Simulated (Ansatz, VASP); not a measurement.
# Cross-check of BP between VASP and Ansatz, part 2 of 2

Aim: how closely do two programs agree when they are given the same cell, functional and k mesh? The cell is taken from a series of VASP runs on this material, whose earlier steps may have relaxed, scaled or displaced it; both programs get it as it stands.

VASP 6.6.1 and Ansatz 0.2.0.

So far: The starting structure; Ansatz: band structure, HSE06.

## (3) VASP: band structure, HSE06

Level of this step: HSE06; plane waves and PAW (P, B) (VASP).

The same cell, functional, mesh and smearing now go to VASP, with its own data sets and cutoff.

Lines of VASP's logs that name or quote its potential files are left out, and so is its time.

The run reads the wave functions of an earlier VASP run, which isn't shown here.

INCAR

```
SYSTEM = BP
PREC = Accurate
ENCUT = 370
EDIFF = 1E-06
NELM = 100
ISMEAR = 0
SIGMA = 0.03
LREAL = .FALSE.
ALGO = Normal
LHFCALC = .TRUE.
AEXX = 0.25
GGA = PE
HFSCREEN = 0.2
LASPH = .TRUE.
NBANDS = 10
PRECFOCK = Fast
LORBIT = 11
LWAVE = .FALSE.
LCHARG = .FALSE.
KPAR = 4
```

POSCAR

```
BP
1.0
    0.0000000000      2.2690000000      2.2690000000
    2.2690000000      0.0000000000      2.2690000000
    2.2690000000      2.2690000000      0.0000000000
P B
1 1
Direct
    0.7500000000      0.7500000000      0.7500000000
    0.0000000000      0.0000000000      0.0000000000
```

KPOINTS

```
Automatic mesh
0
Gamma
6 6 6
0 0 0
```

KPOINTS_OPT

```
Line mode
10
Line-mode
Reciprocal
  0.00000000   0.00000000   0.00000000 GAMMA
  0.50000000   0.00000000   0.50000000 X

  0.50000000   0.00000000   0.50000000 X
  0.50000000   0.25000000   0.75000000 W

  0.50000000   0.25000000   0.75000000 W
  0.37500000   0.37500000   0.75000000 K

  0.37500000   0.37500000   0.75000000 K
  0.00000000   0.00000000   0.00000000 GAMMA

  0.00000000   0.00000000   0.00000000 GAMMA
  0.50000000   0.50000000   0.50000000 L

  0.50000000   0.50000000   0.50000000 L
  0.62500000   0.25000000   0.62500000 U

  0.62500000   0.25000000   0.62500000 U
  0.50000000   0.25000000   0.75000000 W

  0.50000000   0.25000000   0.75000000 W
  0.50000000   0.50000000   0.50000000 L

  0.50000000   0.50000000   0.50000000 L
  0.37500000   0.37500000   0.75000000 K

  0.62500000   0.25000000   0.62500000 U
  0.50000000   0.00000000   0.50000000 X
```

The projector-augmented-wave data sets are P and B (PBE family, release 64).

Launch:

```sh
$ mpirun -np 4 vasp_std
```

Numbers of over 12 decimals in the logs are rounded to 6 here.

The program printed:

```text
[banner, memory and clock lines left out]
running    4 mpi-ranks, on    1 nodes
 distrk:  each k-point on    1 cores,    4 groups
 distr:  one band on    1 cores,    1 groups

 POSCAR found type information on POSCAR P B
 POSCAR found :  2 types and       2 ions
 LDA part: xc-table for (Slater+PW92), standard interpolation
 found WAVECAR, reading the header
 POSCAR, INCAR and KPOINTS ok, starting setup
 FFT: planning ... GRIDC
 FFT: planning ... GRID_SOFT
 FFT: planning ... GRID
 reading WAVECAR
 the WAVECAR file was read successfully
 initial charge from wavefunction
 entering main loop
       N       E                     dE             d eps       ncg     rms          rms(c)
DAV:   1    -0.148536592667E+02   -0.14854E+02   -0.65989E-01   332   0.648E+00    0.298E+00
DAV:   2    -0.148571259151E+02   -0.34666E-02   -0.12107E-02   366   0.771E-01    0.195E+00
DAV:   3    -0.148561375242E+02    0.98839E-03   -0.53317E-04   374   0.163E-01    0.110E+00
DAV:   4    -0.148557757490E+02    0.36178E-03   -0.12488E-04   364   0.801E-02    0.616E-01
DAV:   5    -0.148556568455E+02    0.11890E-03   -0.37516E-05   368   0.484E-02    0.345E-01
DAV:   6    -0.148556165499E+02    0.40296E-04   -0.13395E-05   394   0.293E-02    0.193E-01
DAV:   7    -0.148556042673E+02    0.12283E-04   -0.43993E-06   364   0.167E-02    0.109E-01
DAV:   8    -0.148556003393E+02    0.39280E-05   -0.15116E-06   248   0.987E-03    0.617E-02
DAV:   9    -0.148555991170E+02    0.12222E-05   -0.65551E-07   180   0.638E-03    0.341E-02
DAV:  10    -0.148555988133E+02    0.30375E-06   -0.22600E-07   184   0.364E-03
   1 F= -.14855599E+02 E0= -.14855599E+02  d E =-.300216E-17
 Start KPOINTS_OPT (optional k-point list driver)
k-point batch [1-16\100]
       N       E                     dE             ncg
DAV:   1     0.359018843065E+03   -0.33606E+04      320
DAV:   2     0.495279356670E+02   -0.30949E+03      440
DAV:   3     0.323549388700E+02   -0.17173E+02      424
DAV:   4     0.322213527829E+02   -0.13359E+00      436
DAV:   5     0.322208043105E+02   -0.54847E-03      450
DAV:   6     0.322208012083E+02   -0.31022E-05      434
DAV:   7     0.322208011926E+02   -0.15718E-07      458
[...]
k-point batch [97-100\100]
       N       E                     dE             ncg
DAV:   1     0.377910104391E+04   -0.12507E+04       80
DAV:   2     0.371392336552E+04   -0.65178E+02      112
DAV:   3     0.371174877574E+04   -0.21746E+01      118
DAV:   4     0.371173526214E+04   -0.13514E-01      128
DAV:   5     0.371173518673E+04   -0.75411E-04      112
DAV:   6     0.371173518639E+04   -0.33629E-06      120
```

Parts of OUTCAR (step 3):

```text
ion  position               nearest neighbor table
   1  0.750  0.750  0.750-   2 1.97   2 1.97   2 1.97   2 1.97
   2  0.000  0.000  0.000-   1 1.97   1 1.97   1 1.97   1 1.97

  LATTYP: Found a face centered cubic cell.
 ALAT       =     4.5380000000

 Subroutine GETGRP returns: Found 24 space group operations
 (whereof 24 operations were pure point group operations)

The static configuration has the point symmetry T_d .

 Found     16 irreducible k-points:

   k-points           NKPTS =     16   k-points in BZ     NKDIM =    216   number of bands    NBANDS=     10

   dimension x,y,z NGX =    20 NGY =   20 NGZ =   20
   dimension x,y,z NGXF=    40 NGYF=   40 NGZF=   40

   ENCUT  =  370.0 eV  27.19 Ry    5.21 a.u.   5.03  5.03  5.03*2*pi/ulx,y,z

   NELECT =       8.0000    total number of electrons

 k-points in reciprocal lattice and weights: Automatic mesh
   0.00000000  0.00000000  0.00000000       0.005
   0.16666667  0.00000000  0.00000000       0.037
   0.33333333  0.00000000  0.00000000       0.037
   0.50000000  0.00000000  0.00000000       0.019
   0.16666667  0.16666667  0.00000000       0.028
   0.33333333  0.16666667  0.00000000       0.111
   0.50000000  0.16666667  0.00000000       0.111
  -0.33333333  0.16666667  0.00000000       0.111
  -0.16666667  0.16666667  0.00000000       0.056
[...]
-0.33333333  0.33333333  0.16666667       0.111
  -0.33333333  0.50000000  0.16666667       0.056

  exchange ACFDT corr.  =         0.00000000  see jH, gK, PRB 81, 115126

 average (electrostatic) potential at core
       1 -77.7814       2 -21.7608

 E-fermi :   7.1684

 k-point     1 :       0.0000    0.0000    0.0000
  band No.  band energies     occupation
      1     -10.1027      2.00000
      2       6.9987      2.00000
      3       6.9987      2.00000
      4       6.9987      2.00000
      5      11.3532      0.00000
      6      11.3532      0.00000
      7      11.3532      0.00000
      8      15.7078      0.00000
      9      19.6166      0.00000
    ...

 k-point     2 :       0.1667    0.0000    0.0000
  band No.  band energies     occupation
      1      -9.5561      2.00000
      2       3.9117      2.00000
      3       6.2889      2.00000
      4       6.2889      2.00000
      5      11.9934      0.00000
      6      12.3253      0.00000
      7      12.3253      0.00000
      8      17.0538      0.00000
      9      19.1853      0.00000
    ...

 k-point     3 :       0.3333    0.0000    0.0000
  band No.  band energies     occupation
      1      -7.9963      2.00000
      2      -0.4362      2.00000
      3       5.3923      2.00000
      4       5.3923      2.00000
      5      11.8769      0.00000
      6      12.9100      0.00000
      7      12.9100      0.00000
      8      18.4621      0.00000
      9      20.2442      0.00000
    ...

  energy-cutoff  :      370.00
  volume of cell :       23.36
      direct lattice vectors                 reciprocal lattice vectors
     0.000000000  2.269000000  2.269000000    -0.220361393  0.220361393  0.220361393
     2.269000000  0.000000000  2.269000000     0.220361393 -0.220361393  0.220361393
     2.269000000  2.269000000  0.000000000     0.220361393  0.220361393 -0.220361393

 POSITION                                       TOTAL-FORCE (eV/Angst)
 -----------------------------------------------------------------------------------
      3.40350      3.40350      3.40350         0.000000      0.000000     -0.000000
      0.00000      0.00000      0.00000        -0.000000     -0.000000      0.000000
 -----------------------------------------------------------------------------------
    total drift:                                0.000002     -0.000000      0.000001

  FREE ENERGIE OF THE ION-ELECTRON SYSTEM (eV)
  ---------------------------------------------------
  free  energy   TOTEN  =       -14.8555988133 eV

  energy  without entropy=      -14.8555988133  energy(sigma->0) =      -14.85559881

 total charge
# of ion       s       p       d       tot
------------------------------------------
    1        0.989   1.592   0.000   2.581
    2        0.668   1.275   0.000   1.943
--------------------------------------------------
tot          1.657   2.867   0.000   4.525

[... 3 further parts left out ...]
```

## (4) Side by side

Known differences besides the potentials themselves: exact exchange at q = 0 is treated differently, which shows on coarse meshes; VASP keeps PBE cores, Ansatz makes them for the functional; the cutoff is 420 eV in Ansatz and 370 eV in VASP; VASP takes a coarser grid for exact exchange (PRECFOCK = Fast). Total energies have different zeros and are not compared.

Both answers:

```csv
quantity,Ansatz,VASP,difference
gap over the path points (eV),2.001,1.996,+0.005
```

Levels at points of the path, from each program's valence-band top (eV; 3 filled, then empty):

```csv
k (reciprocal lattice),Ansatz,VASP
0.000 0.000 0.000,0.00 0.00 0.00 4.36 4.36 4.36,0.00 0.00 0.00 4.35 4.35 4.35
0.389 0.000 0.389,-7.62 -4.22 -4.22 2.00 3.32 12.34,-7.63 -4.22 -4.22 2.00 3.32 12.37
0.500 0.000 0.500,-9.58 -4.53 -4.53 2.08 2.43 13.82,-9.58 -4.53 -4.53 2.08 2.43 13.85
0.500 0.222 0.722,-9.04 -6.15 -5.94 6.06 7.13 9.05,-9.04 -6.15 -5.94 6.07 7.14 9.06
0.403 0.347 0.750,-9.10 -6.77 -4.09 3.29 7.10 10.80,-9.10 -6.77 -4.09 3.29 7.11 10.82
0.125 0.125 0.250,-3.35 -2.45 -0.48 5.19 5.48 6.15,-3.35 -2.45 -0.48 5.19 5.48 6.15
0.278 0.278 0.278,-6.05 -1.36 -1.36 4.95 5.89 5.89,-6.06 -1.36 -1.36 4.95 5.89 5.89
0.556 0.389 0.556,-9.61 -4.18 -2.66 4.37 7.38 7.43,-9.61 -4.18 -2.66 4.37 7.38 7.44
0.583 0.250 0.667,-9.09 -6.73 -4.35 3.67 7.12 10.44,-9.09 -6.73 -4.35 3.67 7.13 10.46
0.500 0.306 0.694,-8.91 -6.42 -4.97 5.81 7.21 9.18,-8.91 -6.42 -4.97 5.82 7.21 9.19
```

Among the levels compared at these points, filled levels agree within 3 meV and empty ones within 38 meV.

## (5) Outcome

```
difference in gap over the path points (band structure, HSE06) : 0.0051 eV
```

**Reading.** The difference in gap over the path points is 0.0051 eV (band structure, HSE06), within the 0.08 eV picked in this series as the mark of a large difference. Such differences can come from data sets, numerical settings and the points named under the comparisons, not from the functional's error against experiment.

[Lines on the potential files, build, host, timing and source positions are cut from VASP's logs without a mark.]

[Logs are printed without paths, hosts, clocks, repeated set-up lines and the standing remarks that a program may print on its own settings, such as how far it seeks lower states.]

[Hosts, paths, dates, database ids (printed as entryN), source tags and the programs' standing remarks are cut or masked in the printed files.]
